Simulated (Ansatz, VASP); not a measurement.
# W in VASP and in Ansatz

INCAR

```
ALGO = Normal
EDIFF = 1E-6
ENCUT = 520
ISIF = 2
ISMEAR = -1
LASPH = T
LCHARG = F
LREAL = F
LWAVE = F
NBANDS = 13
NELM = 60
PREC = Accurate
SIGMA = 0.1
```

The input KPOINTS:

```
k-points
0
Gamma
  19 19 19
```

The input POSCAR:

```
W
1.0
   -1.4550797900      1.4550797900      1.4550797900
    1.4550797900     -1.4550797900      1.4550797900
    1.4550797900      1.4550797900     -1.4550797900
W
1
Direct
    0.0000000000      0.0000000000      0.0000000000
```

Input for Ansatz:

```yaml
crystal:
  lattice:
    - [-1.45507979, 1.45507979, 1.45507979]
    - [1.45507979, -1.45507979, 1.45507979]
    - [1.45507979, 1.45507979, -1.45507979]
  atoms:
    - { symbol: W, position: [0.0, 0.0, 0.0] }
kpoints:
  mp_grid: { grid: [19, 19, 19] }
  band_path:
    path:
      - [0.0, 0.0, 0.0]
      - [0.5, -0.5, 0.5]
      - [0.0, 0.0, 0.5]
      - [0.0, 0.0, 0.0]
      - [0.25, 0.25, 0.25]
      - [0.5, -0.5, 0.5]
      - [0.25, 0.25, 0.25]
      - [0.0, 0.0, 0.5]
    npoints: 8
scf:
  occupations: { method: fermi_dirac, width: 0.1 }
hamiltonian:
  xc: lda
  pseudopotentials: { kind: all_electron, lapw: { basis_error: 0.001 } }
output:
  forces: true
  stress: true
  eigenvalues: true
  populations: true
  dos: { projected: true, de: 0.2, e_range: [-14, 8] }
```

Change from the starting cell: volume scaled by 0.8, LAPW.

Alike in both runs: task single point; functional LDA; k mesh 19 × 19 × 19; occupations fermi-dirac, width 0.1 eV; no spin polarisation.

|  | VASP | Ansatz |
| --- | --- | --- |
| version | VASP 6.6.1 | Ansatz 0.2.0 |
| potentials or method | VASP PAW LDA potentials, release 64 (W_sv) | all-electron LAPW, scalar-relativistic |
| plane-wave cutoff (eV) | 520 | see its input |

Ansatz gave:

| Quantity | Value |
| --- | --- |
| pressure (GPa) | 117.2 |

Problem. Estimate VASP's values.

Solution. Pressure (GPa): 123.4.

Ansatz ran all-electron here, so the differences hold the error of VASP's frozen core and of both bases.

Caveats: the cell as given lies far from equilibrium; so large a pressure means that the cell lies far from this level's equilibrium, or that cutoff or potentials fall short (VASP). The runs have no spin-orbit coupling, so splittings on W are missing.
